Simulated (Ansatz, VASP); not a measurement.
# BN (Qingsongite): VASP beside Ansatz, part 2 of 2

Wanted: the spread between two codes on one cell, functional and k mesh. The cell is taken from a series of VASP runs on this material, whose earlier steps may have relaxed, scaled or displaced it; both programs get it as it stands.

VASP 6.6.1 and Ansatz 0.2.0.

So far. Step 4 (Comparison): The walks stopped with -0.01 GPa left in Ansatz and -0.01 GPa in VASP; each walk ends within a tolerance, so the volume difference is uncertain by about these residues over the bulk modulus, most in soft cells.

### 5. VASP: relaxation of cell and atoms, r2SCAN

Level of this step: r2SCAN; plane waves and PAW (N, B) (VASP).

The relaxed volume is the usual yardstick between codes: its relative difference is about their pressure difference at one cell divided by the bulk modulus.

Contents of INCAR:

```
SYSTEM = BN
PREC = Accurate
ENCUT = 520
EDIFF = 1E-07
NELM = 100
ISMEAR = 0
SIGMA = 0.03
LREAL = .FALSE.
ALGO = Normal
METAGGA = R2SCAN
LASPH = .TRUE.
NBANDS = 10
LORBIT = 11
LWAVE = .FALSE.
LCHARG = .FALSE.
KPAR = 2
IBRION = 2
NSW = 50
ISIF = 3
EDIFFG = -0.002
```

Contents of POSCAR:

```
BN
1.0
    0.0000000000      1.8075000000      1.8075000000
    1.8075000000      0.0000000000      1.8075000000
    1.8075000000      1.8075000000      0.0000000000
N B
1 1
Direct
    0.7500000000      0.7500000000      0.7500000000
    0.0000000000      0.0000000000      0.0000000000
```

Contents of KPOINTS:

```
Automatic mesh
0
Gamma
14 14 14
0 0 0
```

The projector-augmented-wave data sets are N and B (PBE family, release 64).

On the command line:

```console
> mpirun -np 2 vasp_std
```

Numbers of over 12 decimals in the logs are rounded to 6 here.

The log of the run:

```text
[banner, memory and clock lines left out]
running    2 mpi-ranks, on    1 nodes
[...]
[... a notice as in an earlier step ...]

 LDA part: xc-table for (None), standard interpolation
 POSCAR, INCAR and KPOINTS ok, starting setup
[...]
entering main loop
       N       E                     dE             d eps       ncg     rms          rms(c)
DAV:   1     0.721567129872E+01    0.72157E+01   -0.51414E+03  2152   0.813E+02
DAV:   2    -0.219041055282E+02   -0.29120E+02   -0.28133E+02  2560   0.176E+02
DAV:   3    -0.224153307295E+02   -0.51123E+00   -0.51049E+00  2422   0.207E+01
DAV:   4    -0.224160273439E+02   -0.69661E-03   -0.69660E-03  2290   0.831E-01
[...]
DAV:  12    -0.191717782163E+02   -0.92636E-06   -0.12327E-06  2310   0.107E-02    0.170E-03
DAV:  13    -0.191717783173E+02   -0.10093E-06   -0.26389E-07  1918   0.352E-03    0.871E-04
DAV:  14    -0.191717783433E+02   -0.26073E-07   -0.14572E-08  1138   0.128E-03
   1 F= -.19171778E+02 E0= -.19171778E+02  d E =-.191718E+02
[...]
DAV:   3    -0.191717741994E+02    0.31746E-05   -0.28938E-05  2256   0.473E-02    0.102E-02
DAV:   4    -0.191717736101E+02    0.58931E-06   -0.13188E-06  2216   0.112E-02    0.195E-03
DAV:   5    -0.191717737427E+02   -0.13263E-06   -0.70715E-08  1382   0.225E-03    0.884E-04
DAV:   6    -0.191717738414E+02   -0.98639E-07   -0.76929E-09  1088   0.966E-04
   2 F= -.19171774E+02 E0= -.19171774E+02  d E =0.450196E-05
 trial-energy change:    0.000005  1 .order    0.000007   -0.000144    0.000157
 step:   0.4891(harm=  0.4770)  dis= 0.00000  next Energy=   -19.171814 (dE=-0.354E-04)
[...]
N       E                     dE             d eps       ncg     rms          rms(c)
DAV:   1    -0.191718506676E+02   -0.76925E-04   -0.12620E-03  2228   0.308E-01    0.463E-02
DAV:   2    -0.191718163879E+02    0.34280E-04   -0.17464E-04  2304   0.930E-02    0.138E-02
DAV:   3    -0.191718144875E+02    0.19004E-05   -0.75107E-06  2252   0.241E-02    0.524E-03
DAV:   4    -0.191718139033E+02    0.58429E-06   -0.34321E-07  2218   0.571E-03    0.987E-04
DAV:   5    -0.191718138254E+02    0.77836E-07   -0.18204E-08  1096   0.114E-03
   3 F= -.19171814E+02 E0= -.19171814E+02  d E =-.354821E-04
[...]
reached required accuracy - stopping structural energy minimisation
```

Parts of OUTCAR (step 5):

```text
  Total        0.0009143      0.0009143      0.0009143      0.0000000     -0.0000000      0.0000000
  in kB        0.1242253      0.1242253      0.1242253      0.0000000     -0.0000000      0.0000000
  external PRESSURE =       0.1242253 kB  Pullay stress =       0.0000000 kB

 POSITION                                       TOTAL-FORCE (eV/Angst)
 -----------------------------------------------------------------------------------
      2.70983      2.70983      2.70983        -0.000000      0.000000     -0.000000
      0.00000      0.00000      0.00000         0.000000     -0.000000      0.000000
 -----------------------------------------------------------------------------------
    total drift:                               -0.000000     -0.000000     -0.000000

  FREE ENERGIE OF THE ION-ELECTRON SYSTEM (eV)
  ---------------------------------------------------
  free  energy   TOTEN  =       -19.1718138254 eV

  energy  without entropy=      -19.1718138254  energy(sigma->0) =      -19.17181383

[... 2 parts as in an earlier step ...]

[... 2 further parts left out ...]
[key lines of the parts left out:]
E-fermi :   7.4717
```

### 6. Ansatz: relaxation of cell and atoms, r2SCAN

The same cell, functional, mesh and smearing now go to Ansatz, which takes its cutoff from its data sets.

The cell is taken from a series of VASP runs on this material, whose earlier steps may have relaxed, scaled or displaced it; both programs get it as it stands.

Contents of input.yaml:

```yaml
crystal:
  lattice:
    - [0.0, 1.8075, 1.8075]
    - [1.8075, 0.0, 1.8075]
    - [1.8075, 1.8075, 0.0]
  atoms:
    - { symbol: "N", position: [0.75, 0.75, 0.75] }
    - { symbol: B, position: [0.0, 0.0, 0.0] }
hamiltonian:
  xc: r2scan
  pseudopotentials: { kind: paw }
kpoints:
  mp_grid: { grid: [14, 14, 14] }
scf:
  occupations: { method: gaussian, width: 0.03 }
relax:
  f_tol: 0.01
  max_steps: 60
  cell: { stress_tol: 0.05 }
output:
  forces: true
  stress: true
```

On the command line:

```console
> ansatz run input.yaml --threads 4 --pin off --max-ram 9216MiB --backend cpu --events-out ev --progress --plain --runs-dir out
```

The log of the run:

```text
[...]
Crystal: 2 atoms, lattice volume = 11.810 Å³
Basis set: ecut = 500 eV, 307 PW (Γ), exchange–correlation on 80×80×80 points (64 copies of the dense FFT grid, shifted against one another)
Bands: 8, of which v1, the nominal top of the filled ones, is band 4 counted from 1 (3 counted from 0)
Symmetry: 24 space group operations
[...]
k-points: 104 of 2744 (time reversal used)
[...]
0.001813      -0.000000       0.000000
        0.000000       0.001813       0.000000
       -0.000000       0.000000       0.001813
  P = ⅓ Tr σ = 0.0018 GPa (0.018 kbar)
--- Relaxed structure (3 steps of the walk, 3 accepted, 1 SCFs on fresh bases) ---
[...]
cell:  # Å, volume = 11.7589 Å³
    - [0, 1.804866, 1.804866]
    - [1.804866, 0, 1.804866]
    - [1.804866, 1.804866, 0]
  atoms:
    - { symbol: N, position: [0.75, 0.75, 0.75] }
    - { symbol: B, position: [0, 0, 0] }
[key lines of the parts left out:]
SCF converged after 5 iterations
Free energy (F): -544.006618 eV
Fermi energy:    13.580864 eV
```

Wall time 2.5 s (4 threads of Arm Neoverse V1, shared host); peak memory 0.32 GiB; 8.3 s of CPU time.

### 7. Differences

What differs besides the data sets and the points named for the pairs above, as far as they apply: VASP keeps PBE cores, Ansatz makes them for the functional; the cutoff is 500 eV in Ansatz and 520 eV in VASP. Total energies have different zeros and are not compared.

Both answers:

| quantity | Ansatz | VASP | difference |
| --- | --- | --- | --- |
| volume (Å³) | 11.76 | 11.79 | -0.28 % |
| edge a after relaxation, in the typed setting (Å) | 2.553 | 2.555 | -0.09 % |

The walks stopped with 0.00 GPa left in Ansatz and 0.01 GPa in VASP; each walk ends within a tolerance, so the volume difference is uncertain by about these residues over the bulk modulus, most in soft cells.

### 8. Summary of results

| Quantity | Value |
| --- | --- |
| difference in volume (relaxation of cell and atoms, PBEsol with D3(BJ)) | -0.17 % |
| difference in volume (relaxation of cell and atoms, r2SCAN) | -0.28 % |

In words: The difference in volume is -0.28 % (relaxation of cell and atoms, r2SCAN), within the 1.2 % picked in this series as the mark of a large difference, as far as the stopping tolerances let one tell. Such differences can come from data sets, numerical settings and the points named under the comparisons, not from the functional's error against experiment.

[Lines on the potential files, build, host, timing and source positions are cut from VASP's logs without a mark.]

[Logs are printed without paths, hosts, clocks, repeated set-up lines and the standing remarks that a program may print on its own settings, such as how far it seeks lower states.]

[Hosts, paths, dates, database ids (printed as entryN), source tags and the programs' standing remarks are cut or masked in the printed files.]
